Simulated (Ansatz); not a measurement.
Runs of Ansatz 0.2.0 on TiSi2. Symmetry: Fddd, No. 70, orthorhombic system. The conventional cell has a = 4.779 Å, b = 8.235 Å, c = 8.526 Å, α = 90.00°, β = 90.00°, γ = 90.00°. Ti (site symmetry 222) has 10 Si at 2.55 to 2.78 Å as nearest neighbours. Si (site symmetry 2) is surrounded by 5 Si at 2.52 to 2.79 Å and 5 Ti at 2.55 to 2.78 Å. The cell is a database's computed one.

```tsv
level	cutoff (eV)	gap on the mesh (eV)	pressure (GPa)	largest force (eV/Å)
LDA	420	none	-5.1	0.06
PBE	420	none	2.1	0.02
RPBE	420	none	(b)	0.01
BLYP	420	none	8.9	0.02
revPBE	420	none	4.0	0.01
r2SCAN	500	none	(a)	0.02
PBEsol	420	none	-2.0	(c)
```

Alike in all rows: task projected density of states; potentials or basis Ansatz PAW; no spin polarisation; cell as given; k mesh 7 × 7 × 7; smearing fermi-dirac 0.05 eV.

Question: Fill in the values left out.

Answer: (a) -0.2; (b) 4.7; (c) 0.05.

Caveats: the density of states is complete only up to the lowest level of the last band computed; the PAW data sets come from PBE, with cores solved anew for the run's functional, which leaves a small shift of forces and pressure (some runs).

A gap of «none» marks a metal or a gap under the smearing width.
